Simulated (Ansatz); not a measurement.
# Sn: frozen-core PAW against all-electron methods

```xyz
2
Lattice="0.0000 3.2456 3.2456 3.2456 0.0000 3.2456 3.2456 3.2456 0.0000" Properties=species:S:1:pos:R:3 pbc="T T T"
Sn    3.2456    3.2456    3.2456
Sn    4.8684    4.8684    4.8684
```

Atom numbers follow the list: Sn1, Sn2.

The cell is COD entry 9008568, as deposited and not checked against the literature; nothing was relaxed.

No spin–orbit coupling, which matters for the heavy atoms here.

All numbers are computed: DFT, PBE, PAW with Ansatz's default frozen-core files, scalar-relativistic (Ansatz 0.2.0); DFT, PBE, all-electron PAW with datasets made for the crystal, scalar-relativistic (Ansatz 0.2.0); DFT, PBE, all-electron LAPW, scalar-relativistic (Ansatz 0.2.0).

For PAW: a Γ-centred 9×9×9 k mesh, Fermi–Dirac smearing of 0.03 eV, cutoff 420 eV, no spin polarisation. The crystal-made all-electron datasets (AE datasets) take a cutoff of 240 eV at this cell. LAPW targets a basis error of 0.25 meV/atom. The Ansatz runs share mesh, smearing and spin set-up. Plane-wave (PAW) pressures include the program's estimate of the Pulay term.

Stress and pressure are positive in compression.

Levels count from the Fermi level.

```json
{"quantity": "pressure (GPa)", "PAW": "3.20", "AE datasets": "3.19", "LAPW": "3.19"}
{"quantity": "highest filled level at K (eV)", "PAW": "-2.084", "AE datasets": "-2.083", "LAPW": "-2.083"}
{"quantity": "lowest empty level at K (eV)", "PAW": "1.122", "AE datasets": "1.122", "LAPW": "1.122"}
{"quantity": "highest filled level at U (eV)", "PAW": "-2.084", "AE datasets": "-2.083", "LAPW": "-2.083"}
{"quantity": "lowest empty level at U (eV)", "PAW": "1.122", "AE datasets": "1.122", "LAPW": "1.122"}
{"quantity": "highest filled level at L (eV)", "PAW": "-1.100", "AE datasets": "-1.100", "LAPW": "-1.100"}
{"quantity": "lowest empty level at L (eV)", "PAW": "0.011", "AE datasets": "0.011", "LAPW": "0.011"}
```
